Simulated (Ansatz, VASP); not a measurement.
This is a calculation of TiSi2 for Ansatz 0.2.0. The cell is a database's computed one, not the measured one.

Contents of input.yaml:

```yaml
crystal:
  lattice:
    - [0.0, 4.1175163063, 4.2628978354]
    - [2.3895119538, 0.0, 4.2628978354]
    - [2.3895119538, 4.1175163063, 0.0]
  atoms:
    - { symbol: Ti, position: [0.75, 0.75, 0.75] }
    - { symbol: Ti, position: [0.5, 0.5, 0.5] }
    - { symbol: Si, position: [0.41256561, 0.08743439, 0.41256561] }
    - { symbol: Si, position: [0.08743439, 0.41256561, 0.08743439] }
    - { symbol: Si, position: [0.16256561, 0.83743439, 0.16256561] }
    - { symbol: Si, position: [0.83743439, 0.16256561, 0.83743439] }
hamiltonian:
  xc: pbe
  pseudopotentials: { kind: paw }
kpoints:
  mp_grid: { grid: [7, 7, 7] }
scf:
  occupations: { method: fermi_dirac, width: 0.05 }
output:
  forces: true
  stress: true
  eigenvalues: true
```

Potentials or basis: Ansatz PAW.

The run is started by

```sh
$ ansatz run input.yaml --threads 1 --pin off --max-ram 3584MiB --backend cpu --events-out ev --progress --plain --runs-dir out
```

**Question.** Translate it to VASP 6.6.1. Potentials or basis there: PBE PAW files Si, Ti_sv, 520 eV.

**Answer.** As run (cutoffs and basis follow the program's own potentials, and thresholds, step limits or extra output files can differ):

INCAR

```
SYSTEM = TiSi2
PREC = Accurate ; ENCUT = 520
EDIFF = 1E-7 ; ISMEAR = -1
SIGMA = 0.05 ; LREAL = .False.
LASPH = .True. ; NELM = 60
ALGO = Normal ; ISIF = 2
LWAVE = .False. ; LCHARG = .False.
GGA = PE ; NBANDS = 29
```

The input KPOINTS:

```
regular mesh
0
Gamma
  7 7 7
  0 0 0
```

POSCAR

```
TiSi2
1.0
    0.0000000000      4.1175163063      4.2628978354
    2.3895119538      0.0000000000      4.2628978354
    2.3895119538      4.1175163063      0.0000000000
Ti Si
2 4
Direct
    0.7500000000      0.7500000000      0.7500000000
    0.5000000000      0.5000000000      0.5000000000
    0.4125656100      0.0874343900      0.4125656100
    0.0874343900      0.4125656100      0.0874343900
    0.1625656100      0.8374343900      0.1625656100
    0.8374343900      0.1625656100      0.8374343900
```

Potentials or basis: VASP PAW PBE potentials, release 64 (Ti_sv, Si).

The run is started by

```console
$ cat potpaw_PBE.64/Ti_sv/POTCAR potpaw_PBE.64/Si/POTCAR > POTCAR
$ mpirun -np 1 vasp_std > vasp.out
```

Both were run:

|  | Ansatz | VASP |
| --- | --- | --- |
| Pressure | 2.1 GPa | 2.0 GPa |

Ansatz's pressure holds a Pulay term of +0.03 GPa for its cutoff of 420 eV, which the other run lacks.

Where Ansatz's input types no cutoff or centring, it takes its own default and a Γ-centred mesh.

Pressure is positive in compression.
